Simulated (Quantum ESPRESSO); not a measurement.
HfN:

```
CELL_PARAMETERS angstrom
2.82503 0.00000 0.00000
0.00000 2.82503 0.00000
0.00000 0.00000 2.82503
ATOMIC_POSITIONS crystal
Hf 0.50000 0.50000 0.50000
N 0.00000 0.00000 0.00000
```

The cell was built by a generator and needn't be a form met in nature.

Base run:

* Program: Quantum ESPRESSO 7.5
* Functional: PBE
* Potentials or basis: SPMS 1.0 PBE
* Cutoff: 1197 eV
* Density cutoff: 4789 eV
* k mesh: 9 × 9 × 9
* Occupations: fermi-dirac, width 0.05 eV
* Spin: no spin polarisation

Its results: band gap on the k mesh none (metal or under the smearing width); pressure -0.4 GPa.

Question: The run is repeated on the same cell with these changes: potentials or basis from SPMS 1.0 PBE to GBRV 1.5 PBE; cutoff from 1197 eV to 612 eV; density cutoff from 4789 eV to 4898 eV. What comes out?

Answer: Band gap on the k mesh none (metal or under the smearing width); pressure -1.2 GPa.

Not every run made on this cell is shown here.
